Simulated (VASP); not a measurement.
# GaSb (F-43m) in VASP: equation of state, part 2 of 2

VASP 6.6.1. Earlier steps stand in the parts before.

### 4 Equation of state, PBE, 28.05 Å³/atom (volume scaled by 0.98)

INCAR reads:

```
SYSTEM = GaSb
  PREC = Accurate
  ENCUT = 520
  EDIFF = 1E-7
  ISMEAR = -1
  SIGMA = 0.05
  LREAL = .FALSE.
  LASPH = .TRUE.
  NELM = 80
  ALGO = Normal
  ISIF = 2
  LWAVE = .FALSE.
  LCHARG = .FALSE.
  GGA = PE
  NBANDS = 16
```

KPOINTS reads:

```
regular mesh
0
G
  8 8 8
  0 0 0
```

POSCAR reads:

```
GaSb
1.0
    0.0000000000      3.0384691801      3.0384691801
    3.0384691801      0.0000000000      3.0384691801
    3.0384691801      3.0384691801      0.0000000000
Sb Ga
1 1
Direct
    0.7500000000      0.7500000000      0.7500000000
    0.0000000000      0.0000000000      0.0000000000
```

Launch:

```
$ cat potpaw_PBE.64/Sb/POTCAR potpaw_PBE.64/Ga_d/POTCAR > POTCAR
$ mpirun -np 1 vasp_std > vasp.out
```

It took 13 s on 1 thread of AMD EPYC 9R45 (Zen 5), shared host; peak memory 0.15 GiB.

The run converged. Its results:

```yaml
Free_energy: -7.3248 eV
Pressure: 3.6 GPa
Band_gap_on_the_k_mesh: 0.18 eV, direct
```

Caveat: spin-orbit coupling is left out, which moves the levels of the heavy elements.

### 5 Equation of state, PBE, 29.20 Å³/atom (volume scaled by 1.02)

INCAR reads:

```
ALGO = Normal ; EDIFF = 1E-7
ENCUT = 520 ; GGA = PE
ISIF = 2 ; ISMEAR = -1
LASPH = True ; LCHARG = False
LREAL = False ; LWAVE = False
NBANDS = 16 ; NELM = 80
PREC = Accurate ; SIGMA = 0.05
```

KPOINTS reads:

```
k-points
0
Gamma
  8 8 8
```

POSCAR reads:

```
GaSb
1.0
    0.0000000000      3.0792588685      3.0792588685
    3.0792588685      0.0000000000      3.0792588685
    3.0792588685      3.0792588685      0.0000000000
Sb Ga
1 1
Direct
    0.7500000000      0.7500000000      0.7500000000
    0.0000000000      0.0000000000      0.0000000000
```

Potentials or basis: VASP PAW PBE potentials, release 64 (Sb, Ga_d).

Launch:

```
$ cat potpaw_PBE.64/Sb/POTCAR potpaw_PBE.64/Ga_d/POTCAR > POTCAR
$ mpirun -np 1 vasp_std > vasp.out
```

OUTCAR:

```text
EDIFF = 1E-7
   ENCUT = 520
   GGA = PE
   ISIF = 2
   ISMEAR = -1
   LASPH = True
   LREAL = False
   NELM = 80
   PREC = Accurate

 ion  position               nearest neighbor table
   1  0.750  0.750  0.750-   2 2.67   2 2.67   2 2.67   2 2.67
   2  0.000  0.000  0.000-   1 2.67   1 2.67   1 2.67   1 2.67

  LATTYP: Found a face centered cubic cell.
 ALAT       =     6.1585177370

  Lattice vectors:

[... 738 lines left out ...]
     16      15.9675      0.00000

------------------------ aborting loop because EDIFF is reached ----------------------------------------

  FORCE on cell =-STRESS in cart. coord.  units (eV):
  Direction    XX          YY          ZZ          XY          YZ          ZX
  --------------------------------------------------------------------------------------
  -------------------------------------------------------------------------------------
  Total        0.5018173      0.5018173      0.5018173      0.0000000     -0.0000000     -0.0000000
  in kB       13.7685307     13.7685307     13.7685307      0.0000000     -0.0000000     -0.0000000
  external PRESSURE =      13.7685307 kB  Pullay stress =       0.0000000 kB

 VOLUME and BASIS-vectors are now :
 -----------------------------------------------------------------------------
  energy-cutoff  :      520.00
  volume of cell :       58.39
      direct lattice vectors                 reciprocal lattice vectors
     0.000000000  3.079258869  3.079258869    -0.162376735  0.162376735  0.162376735
     3.079258869  0.000000000  3.079258869     0.162376735 -0.162376735  0.162376735
     3.079258869  3.079258869  0.000000000     0.162376735  0.162376735 -0.162376735

 POSITION                                       TOTAL-FORCE (eV/Angst)
 -----------------------------------------------------------------------------------
      4.61889      4.61889      4.61889         0.000000      0.000000      0.000000
      0.00000      0.00000      0.00000        -0.000000     -0.000000     -0.000000
 -----------------------------------------------------------------------------------
    total drift:                               -0.000002     -0.000002     -0.000002

  FREE ENERGIE OF THE ION-ELECTRON SYSTEM (eV)
  ---------------------------------------------------
  free  energy   TOTEN  =        -7.3596863191 eV

  energy  without entropy=       -7.3591887993  energy(sigma->0) =       -7.35943756
```

OSZICAR:

```text
N       E                     dE             d eps       ncg     rms          rms(c)
DAV:   1     0.832332713925E+02    0.83233E+02   -0.85777E+03   936   0.138E+03
DAV:   2    -0.791499867019E+00   -0.84025E+02   -0.80698E+02  1072   0.302E+02
DAV:   3    -0.729198738527E+01   -0.65005E+01   -0.64842E+01  1096   0.657E+01
DAV:   4    -0.740889915631E+01   -0.11691E+00   -0.11690E+00  1192   0.980E+00
DAV:   5    -0.741160263468E+01   -0.27035E-02   -0.27034E-02  1136   0.133E+00    0.311E+00
DAV:   6    -0.737022291223E+01    0.41380E-01   -0.61633E-02  1352   0.384E+00    0.185E+00
DAV:   7    -0.735816329008E+01    0.12060E-01   -0.36919E-02  1040   0.154E+00    0.344E-01
DAV:   8    -0.735914309573E+01   -0.97981E-03   -0.43203E-03  1240   0.744E-01    0.794E-02
DAV:   9    -0.735962695053E+01   -0.48385E-03   -0.65356E-04  1064   0.198E-01    0.316E-02
DAV:  10    -0.735966772400E+01   -0.40773E-04   -0.44554E-05  1216   0.402E-02    0.869E-03
DAV:  11    -0.735968553043E+01   -0.17806E-04   -0.25225E-05  1040   0.345E-02    0.611E-03
DAV:  12    -0.735968644558E+01   -0.91515E-06   -0.15838E-06  1256   0.847E-03    0.836E-04
DAV:  13    -0.735968626444E+01    0.18114E-06   -0.54148E-08   840   0.252E-03    0.176E-04
DAV:  14    -0.735968631911E+01   -0.54676E-07   -0.16909E-08   848   0.116E-03
   1 F= -.73596863E+01 E0= -.73594376E+01  d E =-.497520E-03
```

stdout:

```text
POSCAR found type information on POSCAR SbGa
 POSCAR found :  2 types and       2 ions
 scaLAPACK will be used
 LDA part: xc-table for (Slater+PW92), standard interpolation
 POSCAR, INCAR and KPOINTS ok, starting setup
 FFT: planning ... GRIDC
 FFT: planning ... GRID_SOFT
 FFT: planning ... GRID
 WAVECAR not read
 entering main loop
```

Run time: 14 s. Hardware: 1 thread of AMD EPYC 9R45 (Zen 5), shared host; peak memory 0.15 GiB.

What came out:

* Free energy: -7.3597 eV
* Pressure: 1.4 GPa
* Band gap on the k mesh: none (metal or under the smearing width)

### 6 Equation of state, PBE, 29.77 Å³/atom (volume scaled by 1.04)

INCAR reads:

```
PREC = Accurate
ENCUT = 520
EDIFF = 1E-7
ISMEAR = -1
SIGMA = 0.05
LREAL = False
LASPH = True
NELM = 100
ALGO = Normal
ISIF = 2
LWAVE = False
LCHARG = False
GGA = PE
NBANDS = 16
```

KPOINTS reads:

```
regular mesh
0
Gamma
  8 8 8
```

POSCAR reads:

```
GaSb
1.0
    0.0000000000      3.0992546163      3.0992546163
    3.0992546163      0.0000000000      3.0992546163
    3.0992546163      3.0992546163      0.0000000000
Sb Ga
1 1
Direct
    0.7500000000      0.7500000000      0.7500000000
    0.0000000000      0.0000000000      0.0000000000
```

Potentials or basis: VASP PAW PBE potentials, release 64 (Sb, Ga_d).

Launch:

```
$ cat potpaw_PBE.64/Sb/POTCAR potpaw_PBE.64/Ga_d/POTCAR > POTCAR
$ mpirun -np 1 vasp_std > vasp.out
```

Wall time 21 s (1 thread of AMD EPYC 9R45 (Zen 5), shared host); peak memory 0.17 GiB.

The run converged. Its results:

```yaml
Free_energy: -7.3661 eV
Pressure: 0.4 GPa
Band_gap_on_the_k_mesh: none (metal or under the smearing width)
```

### 7 Equation of state, PBE, 30.34 Å³/atom (volume scaled by 1.06)

INCAR reads:

```
  PREC = Accurate
  ENCUT = 520
  EDIFF = 1E-7
  ISMEAR = -1
  SIGMA = 0.05
  LREAL = F
  LASPH = T
  NELM = 80
  ALGO = Normal
  ISIF = 2
  LWAVE = F
  LCHARG = F
  GGA = PE
  NBANDS = 16
```

KPOINTS is that of step 6.

POSCAR reads:

```
GaSb
1.0
    0.0000000000      3.1189956238      3.1189956238
    3.1189956238      0.0000000000      3.1189956238
    3.1189956238      3.1189956238      0.0000000000
Sb Ga
1 1
Direct
    0.7500000000      0.7500000000      0.7500000000
    0.0000000000      0.0000000000      0.0000000000
```

Launch:

```
$ cat potpaw_PBE.64/Sb/POTCAR potpaw_PBE.64/Ga_d/POTCAR > POTCAR
$ mpirun -np 1 vasp_std > vasp.out
```

It took 21 s on 1 thread of AMD EPYC 9R45 (Zen 5), shared host; peak memory 0.18 GiB.

The run converged. Its results:

```yaml
Free_energy: -7.3660 eV
Pressure: -0.4 GPa
Band_gap_on_the_k_mesh: none (metal or under the smearing width)
```

### 8 Equation of state, PBE

Potentials or basis: VASP PAW PBE potentials, release 64 (Sb, Ga_d).

No new run: the results of the series are fitted here.

Results:

* Equilibrium volume: 30.05 Å³/atom
* Bulk modulus: 44 GPa
* Pressure derivative of the bulk modulus: 4.6 (rough: it moves with the points fitted)

Energy against volume, from the lowest point:
```csv
volume (Å³/atom),energy (meV/atom)
26.907,55.71
27.480,35.67
28.052,20.61
28.625,9.94
29.197,3.18
29.770,0.00
30.342,0.03
```

Spin-orbit coupling is left out, which matters for the levels of Sb. PBE usually gives volumes a little too large and moduli too small.
